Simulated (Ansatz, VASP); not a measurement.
# One calculation of CaSe, two programs

```
Ca Se
1.0
     0.00000    3.30000    3.30000
     3.30000    0.00000    3.30000
     3.30000    3.30000    0.00000
Ca Se
1 1
Direct
  0.00000 0.00000 0.00000
  0.75000 0.75000 0.75000
```

The cell comes from a database or a generator and needn't be the stable form of this composition.

Alike in both runs: task single point; functional PBEsol; k mesh 6 × 6 × 6; occupations gaussian, width 0.1 eV; no spin polarisation.

|  | VASP | Ansatz |
| --- | --- | --- |
| version | VASP 6.6.1 | Ansatz 0.2.0 |
| potentials or method | VASP PAW PBE potentials, release 64 (Ca_sv, Se) | scalar-relativistic, plane waves, PAW |
| plane-wave cutoff (eV) | 520 | 420 |
| valence electrons in the cell | 16 | 26 |

Ansatz gave:

```
gap on the k mesh at the Fermi level (eV) : 3.00
least direct gap on the mesh (eV)         : 3.09
pressure (GPa)                            : -1.4
```

Task: Which values does VASP return?

Result: gap on the k mesh at the Fermi level (eV): 3.00; least direct gap on the mesh (eV): 3.09; pressure (GPa): -1.3.

The two sets of potentials don't hold the same shells in valence.

Caveats: the PAW data sets were made with another functional, which shifts forces and pressure a little (VASP). As with any semilocal functional, this PBEsol gap is likely too small. A k mesh can miss the band edges.
